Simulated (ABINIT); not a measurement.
# KBr (Fm-3m): one start, several treatments of the self-energy

Aim: compare treatments of exchange, screening and correlation for the gap of KBr (Fm-3m).

Method: PBE and many-body steps on it, plane waves, in ABINIT 10.8.3.

## 1. The starting structure

The structure is cubic, space group Fm-3m (No. 225). Conventional cell: a = 6.600 Å, b = 6.600 Å, c = 6.600 Å, α = 90.00°, β = 90.00°, γ = 90.00°. K has 6 Br at 3.30 Å nearest. Br has 6 K at 3.30 Å nearest. Farther neighbours and most contacts between anions are not listed.

The cell and positions come from the Crystallography Open Database and are kept as given unless a step says otherwise.

## 2. Empty states on the mesh, 4×4×4 mesh, 450 bands

This step: ABINIT 10.8.3; DFT, PBE, plane waves, norm-conserving pseudopotentials.

The sums over transitions need many empty states on a uniform mesh; this step solves for them.

run.abi

```
acell 3*1.0 Angstrom
rprim 
  0.000000000000 3.300000000000 3.300000000000
  3.300000000000 0.000000000000 3.300000000000
  3.300000000000 3.300000000000 0.000000000000
ntypat 2
znucl 19 35
natom 2
typat 1 2
xred 
  0.000000000000 0.000000000000 0.000000000000
  0.500000000000 0.500000000000 0.500000000000
pp_dirpath "pseudos"
pseudos "K.upf, Br.upf"
ecut 33
ngkpt 4 4 4
nshiftk 1
shiftk 0 0 0
kptopt 1
chksymbreak 0
irdden 1
istwfk *1
nband 450
prtvol 0
optdriver 6
gwr_task "HDIAGO"
paral_kgb 0
occopt 1
indata_prefix "in"
outdata_prefix "out"
tmpdata_prefix "tmp"
```

The run is started by

```bash
$ OMP_NUM_THREADS=1 mpirun -n 4 abinit run.abi > log
```

What it wrote:

```text
.Version 10.8.3 of ABINIT. v10.8.2 released Aug 2026.

 Symmetries : space group Fm -3 m (#225); Bravais cF (face-center cubic)
[... echo of the input left out ...]
== DATASET  1 ==================================================================
-   mpi_nproc: 4, omp_nthreads: 1 (-1 if OMP is not activated)

--- !DatasetInfo
iteration_state: {dtset: 1, }
dimensions: {natom: 2, nkpt: 8, mband: 450, nsppol: 1, nspinor: 1, nspden: 1, mpw: 4477, }
cutoff_energies: {ecut:  33.0, pawecutdg:  -1.0, }
[...]
Direct band gap semiconductor
 Fundamental gap:     4.436 (eV)
   VBM:    -0.010 (eV) at k: [ 0.0000E+00,  0.0000E+00,  0.0000E+00]
   CBM:     4.426 (eV) at k: [ 0.0000E+00,  0.0000E+00,  0.0000E+00]
 Direct gap:         4.436 (eV) at k: [ 0.0000E+00,  0.0000E+00,  0.0000E+00]

== END DATASET(S) ==============================================================
================================================================================

 -outvars: echo values of variables after computation  --------
           etotal      0.0000000000E+00
            nband         450
             nkpt           8
          spgroup         225
 [... the other variables as echoed above ...]

 Calculation completed.
```

Elapsed: 2.2 min, on 4 MPI ranks of Arm Neoverse V1, shared host; peak memory 4.5 GiB; 8.7 min of CPU time.

Numbers from this step:

```yaml
gap: 4.436 eV
k_of_the_valence_top: 0, 0, 0
k_of_the_conduction_bottom: 0, 0, 0
least_direct_gap: 4.436 eV
k_points_computed: 8
lowest_point_of_the_top_converged_band_above_the_valence_top: 184.3566 eV
```

On this mesh the gap is 4.436 eV.

The density comes from a self-consistent run that is not shown.

## 3. Screening, 4×4×4 mesh, 442 bands, screening to 266.7 eV

The RPA dielectric matrix is built and inverted for each q.

This step: RPA screening on PBE, plane waves, norm-conserving pseudopotentials.

run.abi, as its differences from that of step 2:

```diff
@@ -20,10 +20,11 @@
 chksymbreak 0
-irdden 1
 istwfk *1
-nband 450
-prtvol 0
-optdriver 6
-gwr_task "HDIAGO"
-paral_kgb 0
 occopt 1
+irdwfk 1
+optdriver 3
+nband 442
+ecuteps 9.8
+inclvkb 2
+awtr 1
+symchi 1
 indata_prefix "in"
```

What it wrote:

```text
.Version 10.8.3 of ABINIT. v10.8.2 released Aug 2026.

 Symmetries : space group Fm -3 m (#225); Bravais cF (face-center cubic)
[... echo of the input left out ...]
== DATASET  1 ==================================================================
-   mpi_nproc: 4, omp_nthreads: 1 (-1 if OMP is not activated)

--- !DatasetInfo
iteration_state: {dtset: 1, }
dimensions: {natom: 2, nkpt: 8, mband: 442, nsppol: 1, nspinor: 1, nspden: 1, mpw: 4477, }
cutoff_energies: {ecut:  33.0, pawecutdg:  -1.0, }
electrons: {nelect:   1.60000000E+01, charge:   0.00000000E+00, occopt:   1.00000000E+00, tsmear:   1.00000000E-02, }

 SCREENING: Calculation of the susceptibility and dielectric matrices

 Based on a program developped by R.W. Godby, V. Olevano, G. Onida, and L. Reining.
 Incorporated in ABINIT by V. Olevano, G.-M. Rignanese, and M. Torrent.
.Using double precision arithmetic ; gwpc =  8

[... cell and pseudopotentials left out ...]
--------------------------------------------------------------------------------

 ==== K-mesh for the wavefunctions ====
 Number of points in the irreducible wedge :     8
[... list of points left out ...]
 Together with 48 symmetry operations and time-reversal symmetry
 yields    64 points in the full Brillouin Zone.

 ==== Q-mesh for the screening function ====
 Number of points in the irreducible wedge :     8
[... list of points left out ...]
 Together with 48 symmetry operations and time-reversal symmetry
 yields    64 points in the full Brillouin Zone.

 setmesh: FFT mesh size selected  =    36x   36x   36
          total number of points  =        46656

 vcoul_init : cutoff-mode = AUXILIARY_FUNCTION
 q-points for optical limit:   1
     1)      0.000010    0.000020    0.000030

- screening: taking advantage of time-reversal symmetry
- Maximum band index for partially occupied states nbvw = 8
- Remaining bands to be divided among processors   nbcw = 434
- Number of bands treated by each node ~108

 Number of electrons calculated from density =   16.0000; Expected =   16.0000
 average of density, n =  0.032988
 r_s =    1.9343
 omega_plasma =   17.5199 [eV]

 calculating chi0 at frequencies [eV] :
  1    0.000000E+00    0.000000E+00
  2    0.000000E+00    1.751989E+01

--------------------------------------------------------------------------------
  q-point number  1        q = ( 0.000000, 0.000000, 0.000000) [r.l.u.]
--------------------------------------------------------------------------------
[... chi0 elements left out ...]
 For q-point:  0.000010 0.000020 0.000030
  dielectric constant =   2.3738
  dielectric constant without local fields =   2.8543

  Average fulfillment of the sum rule on Im[epsilon] for q-point    1 :     91.26  [%]
[... wings left out ...]
  q-point number  2        q = ( 0.250000, 0.000000, 0.000000) [r.l.u.]
--------------------------------------------------------------------------------
[... chi0 elements left out ...]
  Average fulfillment of the sum rule on Im[epsilon] for q-point    2 :     93.19  [%]

 [... 6 further q-points ...]
```

Wall time 6.1 min (4 MPI ranks); peak memory 3.5 GiB; 24 min of CPU time.

Numbers from this step:

* ε∞ with local fields, on this mesh, along the program's q direction: 2.374
* the same without local fields: 2.854
* plasma frequency: 17.52 eV
* plane waves in the screening matrix: 725

Local fields lower ε∞ by 17 %.

## 4. G0W0, Godby-Needs plasmon pole

The self-energy is evaluated for the states that the input lists, and the levels follow from it, in one-shot runs by the linearised quasiparticle equation.

This step: G0W0 on PBE, plane waves, norm-conserving pseudopotentials.

run.abi, as its differences from that of step 3:

```diff
@@ -23,8 +23,15 @@
 irdwfk 1
-optdriver 3
+optdriver 4
 nband 442
+gwcalctyp 0
+ecutsigx 33
+symsigma 1
+nkptgw 1
+kptgw 
+  0.0000000000 0.0000000000 0.0000000000
+bdgw 
+  6 12
 ecuteps 9.8
-inclvkb 2
-awtr 1
-symchi 1
+irdscr 1
+ppmodel 1
 indata_prefix "in"
```

What it wrote:

```text
.Version 10.8.3 of ABINIT. v10.8.2 released Aug 2026.

 Symmetries : space group Fm -3 m (#225); Bravais cF (face-center cubic)
[... echo of the input left out ...]
== DATASET  1 ==================================================================
-   mpi_nproc: 4, omp_nthreads: 1 (-1 if OMP is not activated)

--- !DatasetInfo
iteration_state: {dtset: 1, }
dimensions: {natom: 2, nkpt: 8, mband: 442, nsppol: 1, nspinor: 1, nspden: 1, mpw: 4477, }
cutoff_energies: {ecut:  33.0, pawecutdg:  -1.0, }
electrons: {nelect:   1.60000000E+01, charge:   0.00000000E+00, occopt:   1.00000000E+00, tsmear:   1.00000000E-02, }

 SIGMA: Calculation of the GW corrections

 Based on a program developped by R.W. Godby, V. Olevano, G. Onida, and L. Reining.
 Incorporated in ABINIT by V. Olevano, G.-M. Rignanese, and M. Torrent.
.Using double precision arithmetic ; gwpc =  8

[... cell and pseudopotentials left out ...]
--------------------------------------------------------------------------------

 ==== K-mesh for the wavefunctions ====
 Number of points in the irreducible wedge :     8
[... list of points left out ...]
 Together with 48 symmetry operations and time-reversal symmetry
 yields    64 points in the full Brillouin Zone.

 ==== Q-mesh for screening function ====
 Number of points in the irreducible wedge :     8
[... list of points left out ...]
 Together with 48 symmetry operations and time-reversal symmetry
 yields    64 points in the full Brillouin Zone.

 vcoul_init : cutoff-mode = AUXILIARY_FUNCTION
 q-points for optical limit:   1
     1)      0.000010    0.000020    0.000030
 setmesh: FFT mesh size selected  =    45x   45x   45
          total number of points  =        91125

 Number of electrons calculated from density =   16.0000; Expected =   16.0000
 average of density, n =  0.032988
 r_s =    1.9343
 omega_plasma =   17.5199 [eV]

 === KS Band Gaps ===
  >>>> For spin  1
   Minimum direct gap =   4.4359 [eV], located at k-point      :   0.0000  0.0000  0.0000
   Fundamental gap    =   4.4359 [eV], Top of valence bands at :   0.0000  0.0000  0.0000
                                       Bottom of conduction at :   0.0000  0.0000  0.0000
 SIGMA fundamental parameters:
 PLASMON POLE MODEL  1
 number of plane-waves for SigmaX                 4477
 number of plane-waves for SigmaC and W            725
 number of plane-waves for wavefunctions          4477
 number of bands                                   442
 number of independent spin polarizations            1
 number of spinorial components                      1
 number of k-points in IBZ                           8
 number of q-points in IBZ                           8
 number of symmetry operations                      48
 number of k-points in BZ                           64
 number of q-points in BZ                           64
 number of frequencies for dSigma/dE                 9
 frequency step for dSigma/dE [eV]                0.25
 number of omega for Sigma on real axis              0
 max omega for Sigma on real axis  [eV]           0.00
 zcut for avoiding poles [eV]                     0.10

 EPSILON^-1 parameters (SCR file):
 dimension of the eps^-1 matrix on file            725
 dimension of the eps^-1 matrix used               725
 number of plane-waves for wavefunctions          4477
 number of bands                                   442
 number of q-points in IBZ                           8
 number of frequencies                               2
 number of real frequencies                          1
 number of imag frequencies                          1

 matrix elements of self-energy operator (all in [eV])

 Perturbative Calculation

--- !SelfEnergy_ee
iteration_state: {dtset: 1, }
kpoint     : [   0.000,    0.000,    0.000, ]
spin       : 1
KS_gap     :    4.436
QP_gap     :    7.006
Delta_QP_KS:    2.570
data: !SigmaeeData |
     Band     E0 <VxcDFT>   SigX SigC(E0)      Z dSigC/dE  Sig(E)    E-E0       E
        6  -0.010 -12.760 -16.565   1.343   0.813  -0.230 -14.762  -2.002  -2.011
        7  -0.010 -12.760 -16.565   1.343   0.813  -0.230 -14.762  -2.002  -2.011
        8  -0.010 -12.760 -16.565   1.343   0.813  -0.230 -14.762  -2.002  -2.011
        9   4.426  -6.661  -3.089  -2.914   0.864  -0.157  -6.093   0.568   4.994
       10   7.598  -8.409  -3.762  -3.140   0.858  -0.165  -7.116   1.293   8.892
       11   7.598  -8.409  -3.762  -3.140   0.858  -0.165  -7.116   1.293   8.892
       12   7.598  -8.409  -3.762  -3.140   0.858  -0.165  -7.116   1.293   8.892

== END DATASET(S) ==============================================================
================================================================================

 -outvars: echo values of variables after computation  --------
           etotal      0.0000000000E+00
            nband         442
             nkpt           8
          spgroup         225
 [... the other variables as echoed above ...]

 Calculation completed.
```

The job ended after 2.6 min (4 MPI ranks; peak memory 4.2 GiB; 10 min of CPU time).

Numbers from this step:

```
G0W0 gap on the points computed              : 7.005 eV
starting gap on the mesh                     : 4.436 eV
k of the valence top                         : 0, 0, 0
k of the conduction bottom                   : 0, 0, 0
Z at the valence top                         : 0.813
Z at the conduction bottom                   : 0.864
least direct G0W0 gap on the computed points : 7.005 eV
```

The gap on the mesh goes from 4.44 eV to 7.00 eV, a correction of +2.57 eV.

## 5. G0W0, Hybertsen-Louie plasmon pole

run.abi, as its differences from that of step 4:

```diff
@@ -35,3 +35,3 @@
 irdscr 1
-ppmodel 1
+ppmodel 2
 indata_prefix "in"
```

What it wrote:

```text
.Version 10.8.3 of ABINIT. v10.8.2 released Aug 2026.

 Symmetries : space group Fm -3 m (#225); Bravais cF (face-center cubic)
[... echo of the input left out ...]
== DATASET  1 ==================================================================
-   mpi_nproc: 4, omp_nthreads: 1 (-1 if OMP is not activated)

--- !DatasetInfo
iteration_state: {dtset: 1, }
dimensions: {natom: 2, nkpt: 8, mband: 442, nsppol: 1, nspinor: 1, nspden: 1, mpw: 4477, }
cutoff_energies: {ecut:  33.0, pawecutdg:  -1.0, }
electrons: {nelect:   1.60000000E+01, charge:   0.00000000E+00, occopt:   1.00000000E+00, tsmear:   1.00000000E-02, }

 SIGMA: Calculation of the GW corrections

 Based on a program developped by R.W. Godby, V. Olevano, G. Onida, and L. Reining.
 Incorporated in ABINIT by V. Olevano, G.-M. Rignanese, and M. Torrent.
.Using double precision arithmetic ; gwpc =  8

[... cell and pseudopotentials left out ...]
--------------------------------------------------------------------------------

 ==== K-mesh for the wavefunctions ====
 Number of points in the irreducible wedge :     8
[... list of points left out ...]
 Together with 48 symmetry operations and time-reversal symmetry
 yields    64 points in the full Brillouin Zone.

 ==== Q-mesh for screening function ====
 Number of points in the irreducible wedge :     8
[... list of points left out ...]
 Together with 48 symmetry operations and time-reversal symmetry
 yields    64 points in the full Brillouin Zone.

 vcoul_init : cutoff-mode = AUXILIARY_FUNCTION
 q-points for optical limit:   1
     1)      0.000010    0.000020    0.000030
 setmesh: FFT mesh size selected  =    45x   45x   45
          total number of points  =        91125

 Number of electrons calculated from density =   16.0000; Expected =   16.0000
[...]
number of q-points in BZ                           64
 number of frequencies for dSigma/dE                 9
 frequency step for dSigma/dE [eV]                0.25
 number of omega for Sigma on real axis              0
 max omega for Sigma on real axis  [eV]           0.00
 zcut for avoiding poles [eV]                     0.10

 EPSILON^-1 parameters (SCR file):
 dimension of the eps^-1 matrix on file            725
 dimension of the eps^-1 matrix used               725
 number of plane-waves for wavefunctions          4477
 number of bands                                   442
 number of q-points in IBZ                           8
 number of frequencies                               2
 number of real frequencies                          1
 number of imag frequencies                          1

 matrix elements of self-energy operator (all in [eV])

 Perturbative Calculation

--- !SelfEnergy_ee
iteration_state: {dtset: 1, }
kpoint     : [   0.000,    0.000,    0.000, ]
spin       : 1
KS_gap     :    4.436
QP_gap     :    7.256
Delta_QP_KS:    2.820
data: !SigmaeeData |
     Band     E0 <VxcDFT>   SigX SigC(E0)      Z dSigC/dE  Sig(E)    E-E0       E
        6  -0.010 -12.760 -16.565   0.926   0.860  -0.162 -15.237  -2.476  -2.486
        7  -0.010 -12.760 -16.565   0.926   0.860  -0.162 -15.237  -2.476  -2.486
        8  -0.010 -12.760 -16.565   0.926   0.860  -0.162 -15.237  -2.476  -2.486
        9   4.426  -6.661  -3.089  -3.184   0.888  -0.126  -6.317   0.344   4.770
       10   7.598  -8.409  -3.762  -3.486   0.881  -0.135  -7.386   1.023   8.622
       11   7.598  -8.409  -3.762  -3.486   0.881  -0.135  -7.386   1.023   8.622
       12   7.598  -8.409  -3.762  -3.486   0.881  -0.135  -7.386   1.023   8.622

== END DATASET(S) ==============================================================
================================================================================

 -outvars: echo values of variables after computation  --------
           etotal      0.0000000000E+00
            nband         442
             nkpt           8
          spgroup         225
 [... the other variables as echoed above ...]

 Calculation completed.
```

It took 2.5 min on 4 MPI ranks; peak memory 4 GiB.

This step gave:

```yaml
g0w0_gap_on_the_points_computed: 7.256 eV
starting_gap_on_the_mesh: 4.436 eV
k_of_the_valence_top: 0, 0, 0
k_of_the_conduction_bottom: 0, 0, 0
z_at_the_valence_top: 0.86
z_at_the_conduction_bottom: 0.888
least_direct_g0w0_gap_on_the_computed_points: 7.256 eV
```

Against G0W0 in ABINIT (4×4×4 mesh, 442 bands, screening to 266.7 eV, Godby-Needs plasmon pole), the gap moves by +0.251 eV.

## 6. G0W0, von der Linden-Horsch plasmon pole

run.abi, as its differences from that of step 5:

```diff
@@ -35,3 +35,3 @@
 irdscr 1
-ppmodel 2
+ppmodel 3
 indata_prefix "in"
```

What it wrote:

```text
.Version 10.8.3 of ABINIT. v10.8.2 released Aug 2026.

 Symmetries : space group Fm -3 m (#225); Bravais cF (face-center cubic)
[... echo of the input left out ...]
== DATASET  1 ==================================================================
-   mpi_nproc: 4, omp_nthreads: 1 (-1 if OMP is not activated)

--- !DatasetInfo
iteration_state: {dtset: 1, }
dimensions: {natom: 2, nkpt: 8, mband: 442, nsppol: 1, nspinor: 1, nspden: 1, mpw: 4477, }
cutoff_energies: {ecut:  33.0, pawecutdg:  -1.0, }
[...]
10   7.598  -8.409  -3.762  -3.511   0.909  -0.100  -7.375   1.034   8.632
       11   7.598  -8.409  -3.762  -3.511   0.909  -0.100  -7.375   1.034   8.632
       12   7.598  -8.409  -3.762  -3.511   0.909  -0.100  -7.375   1.034   8.632

== END DATASET(S) ==============================================================
================================================================================

 -outvars: echo values of variables after computation  --------
           etotal      0.0000000000E+00
            nband         442
             nkpt           8
          spgroup         225
 [... the other variables as echoed above ...]

 Calculation completed.
```

It took 65 s on 4 MPI ranks; peak memory 3.7 GiB; 4.3 min of CPU time.

This step gave:

| Quantity | Value |
| --- | --- |
| G0W0 gap on the points computed | 7.275 eV |
| starting gap on the mesh | 4.436 eV |
| k of the valence top | 0, 0, 0 |
| k of the conduction bottom | 0, 0, 0 |
| least direct G0W0 gap on the computed points | 7.275 eV |

Against G0W0 in ABINIT (4×4×4 mesh, 442 bands, screening to 266.7 eV, Godby-Needs plasmon pole), the gap moves by +0.270 eV.

## 7. G0W0, Engel-Farid plasmon pole

run.abi, as its differences from that of step 6:

```diff
@@ -35,3 +35,3 @@
 irdscr 1
-ppmodel 3
+ppmodel 4
 indata_prefix "in"
```

What it wrote:

```text
.Version 10.8.3 of ABINIT. v10.8.2 released Aug 2026.

 Symmetries : space group Fm -3 m (#225); Bravais cF (face-center cubic)
[... echo of the input left out ...]
== DATASET  1 ==================================================================
-   mpi_nproc: 4, omp_nthreads: 1 (-1 if OMP is not activated)

--- !DatasetInfo
iteration_state: {dtset: 1, }
dimensions: {natom: 2, nkpt: 8, mband: 442, nsppol: 1, nspinor: 1, nspden: 1, mpw: 4477, }
cutoff_energies: {ecut:  33.0, pawecutdg:  -1.0, }
[...]
10   7.598  -8.409  -3.762  -3.268   0.864  -0.157  -7.217   1.192   8.791
       11   7.598  -8.409  -3.762  -3.268   0.864  -0.157  -7.217   1.192   8.791
       12   7.598  -8.409  -3.762  -3.268   0.864  -0.157  -7.217   1.192   8.791

== END DATASET(S) ==============================================================
================================================================================

 -outvars: echo values of variables after computation  --------
           etotal      0.0000000000E+00
            nband         442
             nkpt           8
          spgroup         225
 [... the other variables as echoed above ...]

 Calculation completed.
```

Elapsed: 69 s, on 4 MPI ranks; peak memory 3.6 GiB; 4.6 min of CPU time.

This step gave:

| Property | Result |
| --- | --- |
| G0W0 gap on the points computed | 7.124 eV |
| starting gap on the mesh | 4.436 eV |
| k of the valence top | 0, 0, 0 |
| k of the conduction bottom | 0, 0, 0 |
| least direct G0W0 gap on the computed points | 7.124 eV |

Against G0W0 in ABINIT (4×4×4 mesh, 442 bands, screening to 266.7 eV, Godby-Needs plasmon pole), the gap moves by +0.119 eV.

(Part 1 of 2 ends here.)

[Paths, hosts, dates, memory and timing lines, banners, echoed tables and standing remarks are left out of the program output.]

[Logs are printed without paths, hosts, clocks, repeated set-up lines and the standing remarks that a program may print on its own settings, such as how far it seeks lower states.]

[Runs of the session that timed out or met a known fault of the program may be left out.]

[Hosts, paths, dates, database ids (printed as entryN), source tags and the programs' standing remarks are cut or masked in the printed files.]

[G0W0 gaps are taken among the corrected bands and points alone; a level outside them can change the order at an edge.]

[Where Ansatz stands beside ABINIT at settings called matched, ABINIT's density can come from a denser mesh and the files from another edition; pairs whose starting gaps differed by over 0.03 eV were left out, so agreement reads better than it is.]
